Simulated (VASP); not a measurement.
# Sb (R-3m) in VASP: a series of runs, part 2 of 2

VASP 6.6.1. Earlier steps stand in the parts before.

## Step 3: Relaxation of cell and atoms, rev-vdW-DF2

This run uses another cell than the first one, of 31.08 Å³/atom, 1.029 times its volume.

INCAR

```
SYSTEM = Sb
  AGGAC = 0.0
  ALGO = Normal
  EDIFF = 1E-7
  EDIFFG = -0.005
  ENCUT = 600
  GGA = MK
  IBRION = 2
  ISIF = 3
  ISMEAR = 1
  LASPH = .TRUE.
  LCHARG = .FALSE.
  LREAL = .FALSE.
  LUSE_VDW = .TRUE.
  LWAVE = .FALSE.
  NELM = 80
  NSW = 90
  PARAM1 = 0.1234
  PARAM2 = 0.711357
  PREC = Accurate
  SIGMA = 0.1
  ZAB_VDW = -1.8867
```

KPOINTS

```
k-points
0
G
  12 12 10
  0 0 0
```

POSCAR

```
Sb                                      
1.0
    2.1812746344      1.2593594974      3.7715458413
   -2.1812746344      1.2593594974      3.7715458413
    0.0000000000     -2.5187189949      3.7715458413
  Sb            
     2
Direct
     0.2347955343526866    0.2347955343526866    0.2347955343526866
     0.7652044656473135    0.7652044656473135    0.7652044656473135
```

Potentials or basis: VASP PAW PBE potentials, release 64 (Sb).

Command:

```bash
> cat potpaw_PBE.64/Sb/POTCAR > POTCAR
> mpirun -np 1 vasp_std > vasp.out
```

OUTCAR:

```text
SYSTEM = Sb
   EDIFF = 1E-7
   EDIFFG = -0.005
   ENCUT = 600
   GGA = MK
   IBRION = 2
   ISIF = 3
   ISMEAR = 1
   LASPH = .TRUE.
   LREAL = .FALSE.
   NELM = 80
   NSW = 90
   PREC = Accurate

 ion  position               nearest neighbor table
   1  0.235  0.235  0.235-   2 2.95   2 2.95   2 2.95   2 3.36   2 3.36   2 3.36
   2  0.765  0.765  0.765-   1 2.95   1 2.95   1 2.95   1 3.36   1 3.36   1 3.36

  LATTYP: Found a trigonal (rhomboedric) cell.
 ALAT       =     4.5352511956
 COS(alpha) =     0.5373548637

  Lattice vectors:

 A1 = (   2.1812746344,   1.2593594974,   3.7715458413)
 A2 = (  -2.1812746344,   1.2593594974,   3.7715458413)
 A3 = (   0.0000000000,  -2.5187189949,   3.7715458413)

Analysis of symmetry for initial positions (statically):
=====================================================================
 Subroutine PRICEL returns:
 Original cell was already a primitive cell.

 Routine SETGRP: Setting up the symmetry group for a
 trigonal (rhombohedral) supercell.

 Subroutine GETGRP returns: Found 12 space group operations
 (whereof 12 operations were pure point group operations)
 out of a pool of 12 trial point group operations.

The static configuration has the point symmetry D_3d.

Analysis of symmetry for dynamics (positions and initial velocities):
=====================================================================
 Subroutine PRICEL returns:
 Original cell was already a primitive cell.

 Routine SETGRP: Setting up the symmetry group for a
 trigonal (rhombohedral) supercell.

 Subroutine GETGRP returns: Found 12 space group operations
 (whereof 12 operations were pure point group operations)
 out of a pool of 12 trial point group operations.

The dynamic configuration has the point symmetry D_3d.

 Subroutine INISYM returns: Found 12 space group operations
 (whereof 12 operations are pure point group operations),
 and found     1 'primitive' translations

----------------------------------------------------------------------------------------

                                     Primitive cell

  volume of cell :      62.1628

  direct lattice vectors                    reciprocal lattice vectors
     2.181274634  1.259359497  3.771545841     0.229223772  0.132342407  0.088381090
    -2.181274634  1.259359497  3.771545841    -0.229223772  0.132342407  0.088381090
     0.000000000 -2.518718995  3.771545841     0.000000000 -0.264684813  0.088381090

  length of vectors
     4.535251196  4.535251196  4.535251196     0.279050654  0.279050654  0.279050654

  position of ions in fractional coordinates (direct lattice)
     0.234795534  0.234795534  0.234795534
     0.765204466  0.765204466  0.765204466

  ion indices of the primitive-cell ions
   primitive index   ion index
                 1           1
                 2           2

----------------------------------------------------------------------------------------

 KPOINTS: k-points

Automatic generation of k-mesh.
 Grid dimensions read from file:
 generate k-points for:   12   12   10

 Generating k-lattice:

  Cartesian coordinates                     Fractional coordinates (reciprocal lattice)
     0.019101981  0.011028534  0.007365091     0.083333333  0.000000000  0.000000000
    -0.019101981  0.011028534  0.007365091     0.000000000  0.083333333  0.000000000
[... 64 lines left out ...]
   total plane-waves  NPLWV =  46656
   dimension x,y,z NGX =    36 NGY =   36 NGZ =   36
   dimension x,y,z NGXF=    72 NGYF=   72 NGZF=   72
   ions per type =               2
   NGX,Y,Z   is equivalent  to a cutoff of  13.20, 13.20, 13.20 a.u.
   NGXF,Y,Z  is equivalent  to a cutoff of  26.39, 26.39, 26.39 a.u.
 SYSTEM =  Sb
   PREC   = accura    normal or accurate (medium, high low for compatibility)
   ISTART =      0    job   : 0-new  1-cont  2-samecut
   ICHARG =      2    charge: 1-file 2-atom 10-const
   ISPIN  =      1    spin polarized calculation?
   LNONCOLLINEAR =      F non collinear calculations
   LSORBIT =      F    spin-orbit coupling
   LASPH  =      T    aspherical Exc in radial PAW
   ENCUT  =  600.0 eV  44.10 Ry    6.64 a.u.   9.06  9.06  9.06*2*pi/ulx,y,z
   NELM   =     80;   NELMIN=  2; NELMDL= -5     # of ELM steps
   EDIFF  = 0.1E-06   stopping-criterion for ELM
   LREAL  =      F    real-space projection
   EDIFFG = -.5E-02   stopping-criterion for IOM
   NSW    =     90    number of steps for IOM
   IBRION =      2    ionic relax: 0-MD 1-quasi-New 2-CG
   NFREE  =      1    steps in history (QN), initial steepest desc. (CG)
   ISIF   =      3    stress and relaxation
   ISYM   =      2    0-nonsym 1-usesym 2-fastsym
   POTIM  = 0.5000    time-step for ionic-motion
   TEBEG  =    0.0;   TEEND  =   0.0 temperature during run
   PSTRESS=    0.0 pullay stress
   NELECT =      10.0000    total number of electrons
   NUPDOWN=      -1.0000    fix difference up-down
   EMIN   =  10.00;   EMAX   =-10.00  energy-range for DOS
   EFERMI =   0.00;   METHOD = LEGACY
   ISMEAR =     1;   SIGMA  =   0.10  broadening in eV -4-tet -1-fermi 0-gaus
   EFERMI_NEDOS =   21; number of points for ismear=-14 and -15
   IALGO  =     38    algorithm
   IMIX   =      4    mixing-type and parameters
     AMIX     =   0.40;   BMIX     =  1.00
     AMIX_MAG =   1.60;   BMIX_MAG =  1.00
  volume/ion in A,a.u.               =      31.08       209.75
  Fermi-wavevector in a.u.,A,eV,Ry     =   0.890358  1.682532 10.785843  0.792737
  Thomas-Fermi vector in A             =   2.012038
   LORBIT       =      0    0 simple, 1 ext, 2 COOP (PROOUT), +10 PAW based schemes
   GGA     = MK    functional components
   LHFCALC =     F    Hartree Fock is set to
   AEXX    =    0.0000 exact exchange contribution
   IVDW_NL    =     1    kernel type
   BPARAM     = 6.3000
   IVDW    =     0    specifies the selected vdW correction
   LEPSILON=     F    determine dielectric tensor
   LRPA    =     F    only Hartree local field effects (RPA)
 conjugate gradient relaxation of ions
 non-spin polarized calculation
 Methfessel and Paxton  Order N= 1 SIGMA  =   0.10
  energy-cutoff  :      600.00
  volume of cell :       62.16
 maximum number of plane-waves:      2092
   NGX = 19   NGY = 19   NGZ = 19

 number of electron      10.0000000 magnetization

 Free energy of the ion-electron system (eV)
  ---------------------------------------------------
  ext. energy  EPLUGINS =         0.00000000
  ---------------------------------------------------
  free energy    TOTEN  =        -4.92036242 eV

  energy without entropy =       -4.92056344  energy(sigma->0) =       -4.92042942

 E-fermi :   6.7917     XC(G=0):  -9.4326

 val. band max:        6.7760125675   @ k =   0.0833   0.0833   0.4000
 cond. band min:       6.8040556287   @ k =   0.0833   0.0833   0.4000
 fundamental gap:      0.0280430611
 Fermi energy:         6.7916783133

 k-point     1 :       0.0000    0.0000    0.0000
  band No.  band energies     occupation
      1      -5.6484      2.00000
      2       1.8154      2.00000
      3       4.8708      2.00000
      4       5.0931      2.00000
      5       5.0931      2.00000
      6       8.9864      0.00000
      7       9.4930      0.00000
      8       9.4930      0.00000
      9      11.9253      0.00000
[... 265 lines left out ...]
 k-point    24 :      -0.4167    0.1667   -0.0000
  band No.  band energies     occupation
      1      -3.2240      2.00000
      2      -2.5461      2.00000
      3       3.2710      2.00000
      4       4.7013      2.00000
      5       5.1764      2.00000
      6       7.7463     -0.00000
      7       8.0570     -0.00000
      8       9.8204      0.00000
      9      13.3898      0.00000

 [... further k-points ...]

------------------------ aborting loop because EDIFF is reached ----------------------------------------

  FORCE on cell =-STRESS in cart. coord.  units (eV):
  Direction    XX          YY          ZZ          XY          YZ          ZX
  --------------------------------------------------------------------------------------
  -------------------------------------------------------------------------------------
  Total       -0.0008096     -0.0008096     -0.0008417     -0.0000000      0.0000000      0.0000000
  in kB       -0.0208670     -0.0208670     -0.0216947     -0.0000000      0.0000000      0.0000000
  external PRESSURE =      -0.0211429 kB  Pullay stress =       0.0000000 kB

 VOLUME and BASIS-vectors are now :
 -----------------------------------------------------------------------------
  energy-cutoff  :      600.00
  volume of cell :       62.16
      direct lattice vectors                 reciprocal lattice vectors
     2.181274634  1.259359497  3.771545841     0.229223772  0.132342407  0.088381090
    -2.181274634  1.259359497  3.771545841    -0.229223772  0.132342407  0.088381090
     0.000000000 -2.518718995  3.771545841     0.000000000 -0.264684813  0.088381090

 POSITION                                       TOTAL-FORCE (eV/Angst)
 -----------------------------------------------------------------------------------
      0.00000     -0.00000      2.65663         0.000000     -0.000000      0.000737
      0.00000     -0.00000      8.65801         0.000000      0.000000     -0.000737
 -----------------------------------------------------------------------------------
    total drift:                               -0.000000     -0.000000      0.000000

  FREE ENERGIE OF THE ION-ELECTRON SYSTEM (eV)
  ---------------------------------------------------
  free  energy   TOTEN  =        -4.9203624159 eV

  energy  without entropy=       -4.9205634383  energy(sigma->0) =       -4.92042942

Total vdW correction in eV:      2.2383086

 reached required accuracy - stopping structural energy minimisation
```

OSZICAR:

```text
N       E                     dE             d eps       ncg     rms          rms(c)
DAV:   1     0.452154127602E+02    0.45215E+02   -0.39621E+03  7038   0.977E+02
DAV:   2    -0.313772226737E+01   -0.48353E+02   -0.47391E+02 10099   0.128E+02
DAV:   3    -0.490401252750E+01   -0.17663E+01   -0.17427E+01  8447   0.305E+01
DAV:   4    -0.492094519229E+01   -0.16933E-01   -0.16923E-01  8571   0.332E+00
DAV:   5    -0.492108877250E+01   -0.14358E-03   -0.14357E-03  8248   0.324E-01    0.256E+00
DAV:   6    -0.492000994135E+01    0.10788E-02   -0.36735E-03  7893   0.501E-01    0.155E+00
DAV:   7    -0.492027498273E+01   -0.26504E-03   -0.82249E-03  7637   0.757E-01    0.762E-02
DAV:   8    -0.492034301254E+01   -0.68030E-04   -0.24813E-04  7359   0.125E-01    0.273E-02
DAV:   9    -0.492036274849E+01   -0.19736E-04   -0.40348E-05  7751   0.525E-02    0.783E-03
DAV:  10    -0.492036243125E+01    0.31724E-06   -0.56347E-06  8104   0.150E-02    0.200E-03
DAV:  11    -0.492036241586E+01    0.15387E-07   -0.50114E-07  7433   0.561E-03
   1 F= -.49203624E+01 E0= -.49204294E+01  d E =-.492036E+01
```

Wall time 2 min (1 thread of Intel Xeon 6975P-C (Granite Rapids), shared host); peak memory 0.66 GiB.

What came out:

```
Free energy             : -4.9204 eV
Pressure after relaxing : 0.0 GPa
Band gap on the k mesh  : none (metal or under the smearing width)
```

Final structure:
```xyz
2
Lattice="2.1813 1.2594 3.7715 -2.1813 1.2594 3.7715 0.0000 -2.5187 3.7715" Properties=species:S:1:pos:R:3 pbc="T T T"
Sb    0.0000    0.0000    2.6566
Sb    0.0000    0.0000    8.6580
```

Caveat: the relaxation stopped at its first step, so nothing moved; the PAW data sets were made with another functional, which shifts forces and pressure a little. Spin-orbit coupling is left out, which matters for the levels of Sb.
